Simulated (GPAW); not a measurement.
Crystal: Se.

```
Se
1.0
     4.36620    0.00000    0.00000
    -2.18310    3.78124    0.00000
     0.00000    0.00000    4.95360
Se
3
Direct
  0.77460 0.77460 0.00000
  0.00000 0.22540 0.66667
  0.22540 0.00000 0.33333
```

Base run:

- Program: GPAW 26.7.0
- Functional: r2SCAN
- Potentials or basis: GPAW PAW data sets (gpaw-data 1.2.1)
- Cutoff: 450 eV
- Basis: pw
- k mesh: 6 × 6 × 5
- Occupations: fermi-dirac, width 0.05 eV
- Spin: no spin polarisation

Its results: band gap on the k mesh 1.57 eV, indirect (least direct gap 1.76 eV); pressure 1.1 GPa; largest force 0.052 eV/Å.

**Question.** The run is repeated on the same cell with these changes: functional from r2SCAN to PBE. What comes out?

**Answer.** Band gap on the k mesh 1.31 eV, indirect (least direct gap 1.51 eV); pressure 2.7 GPa; largest force 0.418 eV/Å.

r2SCAN gives the wider gap, since meta-GGAs in the generalised Kohn-Sham scheme recover part of the derivative discontinuity.

Caveats: the cutoff is short for stress and forces, so pressures can be off by a GPa or more; an odd mesh through Γ misses points on the zone boundary, where band edges often lie; the PAW data sets were made with another functional, which shifts forces and pressure a little (some runs).
